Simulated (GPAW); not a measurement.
CoO:

```
CELL_PARAMETERS angstrom
-1.50800 1.50800 2.10725
1.50800 -1.50800 2.10725
1.50800 1.50800 -2.10725
ATOMIC_POSITIONS crystal
Co 0.00000 0.00000 0.00000
O 0.50000 0.50000 0.00000
```

Base run:

| Property | Result |
| --- | --- |
| Program | GPAW 26.7.0 |
| Functional | PBE |
| Potentials or basis | GPAW PAW data sets (gpaw-data 1.2.1) |
| Cutoff | 800 eV |
| Basis | pw |
| k mesh | 12 × 12 × 12 |
| Occupations | fermi-dirac, width 0.05 eV |
| Spin | collinear spin, ferromagnetic start |
| Starting moments | [2.0, 0.0] μB |
| Hubbard terms | Co d U = 3 eV |

Its results: band gap on the k mesh none (metal or under the smearing width); pressure 3.5 GPa; net moment 3.00 μB per cell; site moments Co +2.69; O +0.19 μB.

Task: The run is repeated on the same cell with these changes: hubbard terms from Co d U = 3 eV to Co d U = 8 eV. What comes out?

Result: Band gap on the k mesh none (metal or under the smearing width); pressure 6.0 GPa; net moment 3.00 μB per cell; site moments Co +2.82; O +0.12 μB.

Caveats: a cell with one magnetic atom can't hold antiferromagnetic order, which such compounds often take.
